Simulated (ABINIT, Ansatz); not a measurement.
# NaI (Fm-3m): one start, several treatments of the self-energy

Wanted: the gap of NaI (Fm-3m) under several approximations, with cost.

Main program and level: ABINIT 10.8.3; PBE and many-body steps on it, plane waves.

## 1. The structure

Symmetry: Fm-3m, No. 225, cubic system. Conventional cell: a = 6.473 Å, b = 6.473 Å, c = 6.473 Å, α = 90.00°, β = 90.00°, γ = 90.00°. Nearest to Na lie 6 I at 3.24 Å. Nearest to I lie 6 Na at 3.24 Å. Farther neighbours and most contacts between anions are not listed.

The cell and positions come from the Crystallography Open Database and are kept as given unless a step says otherwise. Spin-orbit coupling is left out unless a step names it.

## 2. Empty states on the mesh, 4×4×4 mesh, 177 bands

This step: ABINIT 10.8.3; DFT, PBE, plane waves, norm-conserving pseudopotentials.

The sums over transitions need many empty states on a uniform mesh; this step solves for them.

run.abi reads:

```
acell 3*1.0 Angstrom
rprim 
  -0.000000000000 3.236400000000 3.236400000000
  3.236400000000 0.000000000000 3.236400000000
  3.236400000000 3.236400000000 0.000000000000
ntypat 2
znucl 11 53
natom 2
typat 1 2
xred 
  0.000000000000 0.000000000000 0.000000000000
  0.500000000000 0.500000000000 0.500000000000
pp_dirpath "pseudos"
pseudos "Na.upf, I.upf"
ecut 38
ngkpt 4 4 4
nshiftk 1
shiftk 0 0 0
kptopt 1
chksymbreak 0
iscf -2
irdden 1
istwfk *1
nband 177
nbdbuf 16
tolwfr 1e-09
nstep 60
prtvol 0
indata_prefix "in"
outdata_prefix "out"
tmpdata_prefix "tmp"
```

Started as:

```sh
$ OMP_NUM_THREADS=1 mpirun -n 4 abinit run.abi > log
```

Numbers of over 12 decimals in the logs are rounded to 6 here.

Output:

```text
.Version 10.8.3 of ABINIT. v10.8.2 released Aug 2026.

 Symmetries : space group Fm -3 m (#225); Bravais cF (face-center cubic)
[... echo of the input left out ...]
== DATASET  1 ==================================================================
-   mpi_nproc: 4, omp_nthreads: 1 (-1 if OMP is not activated)

--- !DatasetInfo
iteration_state: {dtset: 1, }
dimensions: {natom: 2, nkpt: 8, mband: 177, nsppol: 1, nspinor: 1, nspden: 1, mpw: 5124, }
cutoff_energies: {ecut:  38.0, pawecutdg:  -1.0, }
[...]
3.38638    3.38638    3.51961    3.52078    3.52078    3.52078    3.52119    3.52119
   3.57221    3.57221    3.57221    3.57275    3.76161    3.76161    3.76163    3.89881
   3.90273
 prteigrs : prtvol=0 or 1, do not print more k-points.

== END DATASET(S) ==============================================================
================================================================================

 -outvars: echo values of variables after computation  --------
            nband         177
             nkpt           8
          spgroup         225
 [... the other variables as echoed above ...]

 Calculation completed.
```

Wall time 73 s (4 MPI ranks of Intel Xeon Platinum 8375C at 2.90GHz (Ice Lake), shared host); peak memory 0.47 GiB; 4.8 min of CPU time.

Numbers from this step:

```
gap                                                           : 3.639 eV
k of the valence top                                          : 0, 0, 0
k of the conduction bottom                                    : 0, 0, 0
least direct gap                                              : 3.639 eV
k points computed                                             : 8
lowest point of the top converged band, above the valence top : 92.0409 eV
```

On this mesh the gap is 3.639 eV.

The density comes from a self-consistent run that is not shown.

## 3. Screening, 4×4×4 mesh, 70 bands, screening to 114.3 eV

The RPA dielectric matrix is built and inverted for each q.

This step: RPA screening on PBE, plane waves, norm-conserving pseudopotentials.

Edit run.abi of step 2 so:

```diff
@@ -20,10 +20,11 @@
 chksymbreak 0
-iscf -2
-irdden 1
 istwfk *1
-nband 177
-nbdbuf 16
-tolwfr 1e-09
-nstep 60
-prtvol 0
+occopt 1
+irdwfk 1
+optdriver 3
+nband 70
+ecuteps 4.2
+inclvkb 2
+awtr 1
+symchi 1
 indata_prefix "in"
```

Output:

```text
.Version 10.8.3 of ABINIT. v10.8.2 released Aug 2026.

 Symmetries : space group Fm -3 m (#225); Bravais cF (face-center cubic)
[... echo of the input left out ...]
== DATASET  1 ==================================================================
-   mpi_nproc: 4, omp_nthreads: 1 (-1 if OMP is not activated)

--- !DatasetInfo
iteration_state: {dtset: 1, }
dimensions: {natom: 2, nkpt: 8, mband: 70, nsppol: 1, nspinor: 1, nspden: 1, mpw: 5124, }
cutoff_energies: {ecut:  38.0, pawecutdg:  -1.0, }
electrons: {nelect:   1.60000000E+01, charge:   0.00000000E+00, occopt:   1.00000000E+00, tsmear:   1.00000000E-02, }

 SCREENING: Calculation of the susceptibility and dielectric matrices

 Based on a program developped by R.W. Godby, V. Olevano, G. Onida, and L. Reining.
 Incorporated in ABINIT by V. Olevano, G.-M. Rignanese, and M. Torrent.
.Using double precision arithmetic ; gwpc =  8

[... cell and pseudopotentials left out ...]
--------------------------------------------------------------------------------

 ==== K-mesh for the wavefunctions ====
 Number of points in the irreducible wedge :     8
[... list of points left out ...]
 Together with 48 symmetry operations and time-reversal symmetry
 yields    64 points in the full Brillouin Zone.

 ==== Q-mesh for the screening function ====
 Number of points in the irreducible wedge :     8
[... list of points left out ...]
 Together with 48 symmetry operations and time-reversal symmetry
 yields    64 points in the full Brillouin Zone.

 setmesh: FFT mesh size selected  =    32x   32x   32
          total number of points  =        32768

 vcoul_init : cutoff-mode = AUXILIARY_FUNCTION
 q-points for optical limit:   1
     1)      0.000010    0.000020    0.000030

- screening: taking advantage of time-reversal symmetry
- Maximum band index for partially occupied states nbvw = 8
- Remaining bands to be divided among processors   nbcw = 62
- Number of bands treated by each node ~15

 Number of electrons calculated from density =   16.0000; Expected =   16.0000
 average of density, n =  0.034971
 r_s =    1.8970
 omega_plasma =   18.0389 [eV]

 calculating chi0 at frequencies [eV] :
  1    0.000000E+00    0.000000E+00
  2    0.000000E+00    1.803886E+01

--------------------------------------------------------------------------------
  q-point number  1        q = ( 0.000000, 0.000000, 0.000000) [r.l.u.]
--------------------------------------------------------------------------------
[... chi0 elements left out ...]
 For q-point:  0.000010 0.000020 0.000030
  dielectric constant =   3.2336
  dielectric constant without local fields =   3.9319

  Average fulfillment of the sum rule on Im[epsilon] for q-point    1 :     57.56  [%]
[... wings left out ...]
  q-point number  2        q = ( 0.250000, 0.000000, 0.000000) [r.l.u.]
--------------------------------------------------------------------------------
[... chi0 elements left out ...]
  Average fulfillment of the sum rule on Im[epsilon] for q-point    2 :     68.53  [%]

 [... 6 further q-points ...]
```

Elapsed: 13 s, on 4 MPI ranks; peak memory 0.87 GiB.

Numbers from this step:

```yaml
eps_infinity_with_local_fields_on_this_mesh_along_the_program_s_q_direction: 3.234
the_same_without_local_fields: 3.932
plasma_frequency: 18.04 eV
plane_waves_in_the_screening_matrix: 169
```

Local fields lower ε∞ by 18 %.

## 4. G0W0, Godby-Needs plasmon pole

The self-energy is evaluated for the states that the input lists, and the levels follow from it, in one-shot runs by the linearised quasiparticle equation.

This step: G0W0 on PBE, plane waves, norm-conserving pseudopotentials.

Edit run.abi of step 3 so:

```diff
@@ -23,8 +23,15 @@
 irdwfk 1
-optdriver 3
+optdriver 4
 nband 70
+gwcalctyp 0
+ecutsigx 38
+symsigma 1
+nkptgw 1
+kptgw 
+  0.0000000000 0.0000000000 0.0000000000
+bdgw 
+  6 12
 ecuteps 4.2
-inclvkb 2
-awtr 1
-symchi 1
+irdscr 1
+ppmodel 1
 indata_prefix "in"
```

Output:

```text
.Version 10.8.3 of ABINIT. v10.8.2 released Aug 2026.

 Symmetries : space group Fm -3 m (#225); Bravais cF (face-center cubic)
[... echo of the input left out ...]
== DATASET  1 ==================================================================
-   mpi_nproc: 4, omp_nthreads: 1 (-1 if OMP is not activated)

--- !DatasetInfo
iteration_state: {dtset: 1, }
dimensions: {natom: 2, nkpt: 8, mband: 70, nsppol: 1, nspinor: 1, nspden: 1, mpw: 5124, }
cutoff_energies: {ecut:  38.0, pawecutdg:  -1.0, }
electrons: {nelect:   1.60000000E+01, charge:   0.00000000E+00, occopt:   1.00000000E+00, tsmear:   1.00000000E-02, }

 SIGMA: Calculation of the GW corrections

 Based on a program developped by R.W. Godby, V. Olevano, G. Onida, and L. Reining.
 Incorporated in ABINIT by V. Olevano, G.-M. Rignanese, and M. Torrent.
.Using double precision arithmetic ; gwpc =  8

[... cell and pseudopotentials left out ...]
--------------------------------------------------------------------------------

 ==== K-mesh for the wavefunctions ====
 Number of points in the irreducible wedge :     8
[... list of points left out ...]
 Together with 48 symmetry operations and time-reversal symmetry
 yields    64 points in the full Brillouin Zone.

 ==== Q-mesh for screening function ====
 Number of points in the irreducible wedge :     8
[... list of points left out ...]
 Together with 48 symmetry operations and time-reversal symmetry
 yields    64 points in the full Brillouin Zone.

 vcoul_init : cutoff-mode = AUXILIARY_FUNCTION
 q-points for optical limit:   1
     1)      0.000010    0.000020    0.000030
 setmesh: FFT mesh size selected  =    50x   50x   50
          total number of points  =       125000

 Number of electrons calculated from density =   16.0000; Expected =   16.0000
 average of density, n =  0.034971
 r_s =    1.8970
 omega_plasma =   18.0389 [eV]

 === KS Band Gaps ===
  >>>> For spin  1
   Minimum direct gap =   3.6392 [eV], located at k-point      :   0.0000  0.0000  0.0000
   Fundamental gap    =   3.6392 [eV], Top of valence bands at :   0.0000  0.0000  0.0000
                                       Bottom of conduction at :   0.0000  0.0000  0.0000
 SIGMA fundamental parameters:
 PLASMON POLE MODEL  1
 number of plane-waves for SigmaX                 5065
 number of plane-waves for SigmaC and W            169
 number of plane-waves for wavefunctions          5065
 number of bands                                    70
 number of independent spin polarizations            1
 number of spinorial components                      1
 number of k-points in IBZ                           8
 number of q-points in IBZ                           8
 number of symmetry operations                      48
 number of k-points in BZ                           64
 number of q-points in BZ                           64
 number of frequencies for dSigma/dE                 9
 frequency step for dSigma/dE [eV]                0.25
 number of omega for Sigma on real axis              0
 max omega for Sigma on real axis  [eV]           0.00
 zcut for avoiding poles [eV]                     0.10

 EPSILON^-1 parameters (SCR file):
 dimension of the eps^-1 matrix on file            169
 dimension of the eps^-1 matrix used               169
 number of plane-waves for wavefunctions          5065
 number of bands                                    70
 number of q-points in IBZ                           8
 number of frequencies                               2
 number of real frequencies                          1
 number of imag frequencies                          1

 matrix elements of self-energy operator (all in [eV])

 Perturbative Calculation

--- !SelfEnergy_ee
iteration_state: {dtset: 1, }
kpoint     : [   0.000,    0.000,    0.000, ]
spin       : 1
KS_gap     :    3.639
QP_gap     :    5.427
Delta_QP_KS:    1.788
data: !SigmaeeData |
     Band     E0 <VxcDFT>   SigX SigC(E0)      Z dSigC/dE  Sig(E)    E-E0       E
        6   0.107 -11.384 -14.313   1.540   0.803  -0.245 -12.499  -1.116  -1.008
        7   0.107 -11.384 -14.313   1.540   0.803  -0.245 -12.499  -1.116  -1.008
        8   0.107 -11.384 -14.313   1.540   0.803  -0.245 -12.499  -1.116  -1.008
        9   3.746  -7.312  -3.615  -2.896   0.840  -0.190  -6.640   0.672   4.418
       10   8.073  -7.141  -3.086  -3.173   0.829  -0.207  -6.410   0.731   8.804
       11   8.073  -7.141  -3.086  -3.173   0.829  -0.207  -6.410   0.731   8.804
       12   8.073  -7.141  -3.086  -3.173   0.829  -0.207  -6.410   0.731   8.804

== END DATASET(S) ==============================================================
================================================================================

 -outvars: echo values of variables after computation  --------
           etotal      0.0000000000E+00
            nband          70
             nkpt           8
          spgroup         225
 [... the other variables as echoed above ...]

 Calculation completed.
```

Wall time 4.6 s (4 MPI ranks); peak memory 0.72 GiB; 18 s of CPU time.

This step gave:

```
G0W0 gap on the points computed              : 5.426 eV
starting gap on the mesh                     : 3.639 eV
k of the valence top                         : 0, 0, 0
k of the conduction bottom                   : 0, 0, 0
Z at the valence top                         : 0.803
Z at the conduction bottom                   : 0.84
least direct G0W0 gap on the computed points : 5.426 eV
```

The gap on the mesh goes from 3.64 eV to 5.43 eV, a correction of +1.79 eV.

## 5. G0W0, Hybertsen-Louie plasmon pole

Edit run.abi of step 4 so:

```diff
@@ -35,3 +35,3 @@
 irdscr 1
-ppmodel 1
+ppmodel 2
 indata_prefix "in"
```

Output:

```text
.Version 10.8.3 of ABINIT. v10.8.2 released Aug 2026.

 Symmetries : space group Fm -3 m (#225); Bravais cF (face-center cubic)
[... echo of the input left out ...]
== DATASET  1 ==================================================================
-   mpi_nproc: 4, omp_nthreads: 1 (-1 if OMP is not activated)

--- !DatasetInfo
iteration_state: {dtset: 1, }
dimensions: {natom: 2, nkpt: 8, mband: 70, nsppol: 1, nspinor: 1, nspden: 1, mpw: 5124, }
cutoff_energies: {ecut:  38.0, pawecutdg:  -1.0, }
electrons: {nelect:   1.60000000E+01, charge:   0.00000000E+00, occopt:   1.00000000E+00, tsmear:   1.00000000E-02, }

 SIGMA: Calculation of the GW corrections

 Based on a program developped by R.W. Godby, V. Olevano, G. Onida, and L. Reining.
 Incorporated in ABINIT by V. Olevano, G.-M. Rignanese, and M. Torrent.
.Using double precision arithmetic ; gwpc =  8

[... cell and pseudopotentials left out ...]
--------------------------------------------------------------------------------

 ==== K-mesh for the wavefunctions ====
 Number of points in the irreducible wedge :     8
[... list of points left out ...]
 Together with 48 symmetry operations and time-reversal symmetry
 yields    64 points in the full Brillouin Zone.

 ==== Q-mesh for screening function ====
 Number of points in the irreducible wedge :     8
[... list of points left out ...]
 Together with 48 symmetry operations and time-reversal symmetry
 yields    64 points in the full Brillouin Zone.

 vcoul_init : cutoff-mode = AUXILIARY_FUNCTION
 q-points for optical limit:   1
     1)      0.000010    0.000020    0.000030
 setmesh: FFT mesh size selected  =    50x   50x   50
          total number of points  =       125000

 Number of electrons calculated from density =   16.0000; Expected =   16.0000
[...]
number of q-points in BZ                           64
 number of frequencies for dSigma/dE                 9
 frequency step for dSigma/dE [eV]                0.25
 number of omega for Sigma on real axis              0
 max omega for Sigma on real axis  [eV]           0.00
 zcut for avoiding poles [eV]                     0.10

 EPSILON^-1 parameters (SCR file):
 dimension of the eps^-1 matrix on file            169
 dimension of the eps^-1 matrix used               169
 number of plane-waves for wavefunctions          5065
 number of bands                                    70
 number of q-points in IBZ                           8
 number of frequencies                               2
 number of real frequencies                          1
 number of imag frequencies                          1

 matrix elements of self-energy operator (all in [eV])

 Perturbative Calculation

--- !SelfEnergy_ee
iteration_state: {dtset: 1, }
kpoint     : [   0.000,    0.000,    0.000, ]
spin       : 1
KS_gap     :    3.639
QP_gap     :    5.195
Delta_QP_KS:    1.556
data: !SigmaeeData |
     Band     E0 <VxcDFT>   SigX SigC(E0)      Z dSigC/dE  Sig(E)    E-E0       E
        6   0.107 -11.384 -14.313   1.449   0.863  -0.159 -12.661  -1.277  -1.170
        7   0.107 -11.384 -14.313   1.449   0.863  -0.159 -12.661  -1.277  -1.170
        8   0.107 -11.384 -14.313   1.449   0.863  -0.159 -12.661  -1.277  -1.170
        9   3.746  -7.312  -3.615  -3.377   0.873  -0.146  -7.033   0.279   4.025
       10   8.073  -7.141  -3.086  -3.441   0.870  -0.150  -6.607   0.534   8.607
       11   8.073  -7.141  -3.086  -3.441   0.870  -0.150  -6.607   0.534   8.607
       12   8.073  -7.141  -3.086  -3.441   0.870  -0.150  -6.607   0.534   8.607

== END DATASET(S) ==============================================================
================================================================================

 -outvars: echo values of variables after computation  --------
           etotal      0.0000000000E+00
            nband          70
             nkpt           8
          spgroup         225
 [... the other variables as echoed above ...]

 Calculation completed.
```

Run time: 4.6 s. Hardware: 4 MPI ranks; peak memory 0.72 GiB.

Numbers from this step:

```
G0W0 gap on the points computed              : 5.195 eV
starting gap on the mesh                     : 3.639 eV
k of the valence top                         : 0, 0, 0
k of the conduction bottom                   : 0, 0, 0
Z at the valence top                         : 0.863
Z at the conduction bottom                   : 0.873
least direct G0W0 gap on the computed points : 5.195 eV
```

Against G0W0 in ABINIT (4×4×4 mesh, 70 bands, screening to 114.3 eV, Godby-Needs plasmon pole), the gap moves by −0.231 eV.

## 6. G0W0, von der Linden-Horsch plasmon pole

Edit run.abi of step 5 so:

```diff
@@ -35,3 +35,3 @@
 irdscr 1
-ppmodel 2
+ppmodel 3
 indata_prefix "in"
```

Output:

```text
.Version 10.8.3 of ABINIT. v10.8.2 released Aug 2026.

 Symmetries : space group Fm -3 m (#225); Bravais cF (face-center cubic)
[... echo of the input left out ...]
== DATASET  1 ==================================================================
-   mpi_nproc: 4, omp_nthreads: 1 (-1 if OMP is not activated)

--- !DatasetInfo
iteration_state: {dtset: 1, }
dimensions: {natom: 2, nkpt: 8, mband: 70, nsppol: 1, nspinor: 1, nspden: 1, mpw: 5124, }
cutoff_energies: {ecut:  38.0, pawecutdg:  -1.0, }
[...]
10   8.073  -7.141  -3.086  -3.398   0.874  -0.144  -6.567   0.574   8.647
       11   8.073  -7.141  -3.086  -3.398   0.874  -0.144  -6.567   0.574   8.647
       12   8.073  -7.141  -3.086  -3.398   0.874  -0.144  -6.567   0.574   8.647

== END DATASET(S) ==============================================================
================================================================================

 -outvars: echo values of variables after computation  --------
           etotal      0.0000000000E+00
            nband          70
             nkpt           8
          spgroup         225
 [... the other variables as echoed above ...]

 Calculation completed.
```

The job ended after 4 s (4 MPI ranks; peak memory 0.92 GiB; 15 s of CPU time).

Numbers from this step:

* G0W0 gap on the points computed: 5.495 eV
* starting gap on the mesh: 3.639 eV
* k of the valence top: 0, 0, 0
* k of the conduction bottom: 0, 0, 0
* least direct G0W0 gap on the computed points: 5.495 eV

Against G0W0 in ABINIT (4×4×4 mesh, 70 bands, screening to 114.3 eV, Godby-Needs plasmon pole), the gap moves by +0.069 eV.

[end of part 1 of 2]

[Paths, hosts, dates, memory and timing lines, banners, echoed tables and standing remarks are left out of the program output.]

[Logs are printed without paths, hosts, clocks, repeated set-up lines and the standing remarks that a program may print on its own settings, such as how far it seeks lower states.]

[Runs of the session that timed out or met a known fault of the program may be left out.]

[Hosts, paths, dates, database ids (printed as entryN), source tags and the programs' standing remarks are cut or masked in the printed files.]

[G0W0 gaps are taken among the corrected bands and points alone; a level outside them can change the order at an edge.]

[Where Ansatz stands beside ABINIT at settings called matched, ABINIT's density can come from a denser mesh and the files from another edition; pairs whose starting gaps differed by over 0.03 eV were left out, so agreement reads better than it is.]
